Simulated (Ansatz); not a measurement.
Here is an Ansatz 0.2.0 calculation.

Contents of input.yaml:

```yaml
crystal:
  lattice:
    - [0.0, 2.0859016414, 2.0859016414]
    - [2.0859016414, 0.0, 2.0859016414]
    - [2.0859016414, 2.0859016414, 0.0]
  atoms:
    - { symbol: Ni, position: [0.0, 0.0, 0.0], spin: 1.0 }
    - { symbol: O, position: [0.5, 0.5, 0.5] }
hamiltonian:
  xc: pbe
  pseudopotentials: { kind: paw }
  hubbard: { sites: [{ species: Ni, l: d, u_eff: 6.0 }] }
magnetization:
  spin_polarized: true
kpoints:
  mp_grid: { grid: [11, 11, 11] }
  band_path:
    path:
      - [[0.0, 0.0, 0.0], [0.5, 0.0, 0.5], [0.5, 0.25, 0.75], [0.375, 0.375, 0.75], [0.0, 0.0, 0.0], [0.5, 0.5, 0.5], [0.625, 0.25, 0.625], [0.5, 0.25, 0.75], [0.5, 0.5, 0.5], [0.375, 0.375, 0.75]]
      - [[0.625, 0.25, 0.625], [0.5, 0.0, 0.5]]
    npoints: 14
scf:
  occupations: { method: fermi_dirac, width: 0.05 }
  n_extra_bands: 6
output:
  forces: true
  stress: true
  eigenvalues: true
  fatbands: false
  write_density: true
  write_potential: true
  elf: true
  volumetric_format: npy
```

Potentials or basis: Ansatz PAW.

Run with:

```sh
$ ansatz run input.yaml --threads 2 --pin off --max-ram 5120MiB --backend cpu --events-out ev --progress --plain --runs-dir out
```

Question: What does it give for the net moment?

Answer: 2.00 μB per cell.

Question: Predict the pressure.

Answer: 14.1 GPa.

Question: Estimate the absolute moment.

Answer: 2.01 μB per cell.

Question: Predict the band gap along the path.

Answer: 2.13 eV, indirect (least direct gap 2.81 eV).

Levels at the corners of the path, in eV from the valence-band top:
Spin up:
```tsv
point	band 10	band 11	band 12	band 13	band 14	band 15	band 16	band 17
Γ	-5.57	-1.80	-1.80	-1.80	2.28	18.44	19.41	19.41
X	-4.61	-4.61	-3.20	-3.20	6.61	11.53	12.68	17.36
W	-4.61	-3.45	-3.45	-2.15	9.10	11.47	11.47	14.01
K	-4.73	-3.65	-3.21	-1.67	8.33	11.01	11.39	16.50
Γ	-5.57	-1.80	-1.80	-1.80	2.28	18.44	19.41	19.41
L	-4.94	-3.39	0.00	0.00	6.26	10.87	14.58	14.58
U	-4.73	-3.65	-3.21	-1.67	8.33	11.01	11.39	16.50
W	-4.61	-3.45	-3.45	-2.15	9.10	11.47	11.47	14.01
L	-4.94	-3.39	0.00	0.00	6.26	10.87	14.58	14.58
K	-4.73	-3.65	-3.21	-1.67	8.33	11.01	11.39	16.50
U	-4.73	-3.65	-3.21	-1.67	8.33	11.01	11.39	16.50
X	-4.61	-4.61	-3.20	-3.20	6.61	11.53	12.68	17.36
```
Spin down:
| point | band 9 | band 10 | band 11 | band 12 | band 13 | band 14 |
| --- | --- | --- | --- | --- | --- | --- |
| Γ | -1.43 | -1.43 | -1.43 | 2.13 | 2.13 | 2.64 |
| X | -3.53 | -2.86 | -2.86 | 2.56 | 2.99 | 7.19 |
| W | -3.52 | -2.76 | -2.76 | 2.88 | 3.40 | 9.78 |
| K | -3.12 | -3.11 | -2.80 | 3.07 | 3.45 | 8.88 |
| Γ | -1.43 | -1.43 | -1.43 | 2.13 | 2.13 | 2.64 |
| L | -2.51 | -2.38 | -2.38 | 4.46 | 4.46 | 6.46 |
| U | -3.12 | -3.11 | -2.80 | 3.07 | 3.45 | 8.88 |
| W | -3.52 | -2.76 | -2.76 | 2.88 | 3.40 | 9.78 |
| L | -2.51 | -2.38 | -2.38 | 4.46 | 4.46 | 6.46 |
| K | -3.12 | -3.11 | -2.80 | 3.07 | 3.45 | 8.88 |
| U | -3.12 | -3.11 | -2.80 | 3.07 | 3.45 | 8.88 |
| X | -3.53 | -2.86 | -2.86 | 2.56 | 2.99 | 7.19 |

Caveat: the magnetic or orbital state may not be the lowest; the pressure holds a Pulay correction of +0.7 GPa for the finite cutoff; a cell with one magnetic atom can't hold antiferromagnetic order, which such compounds often take. The state reached can hang on the start; a lower one may exist.
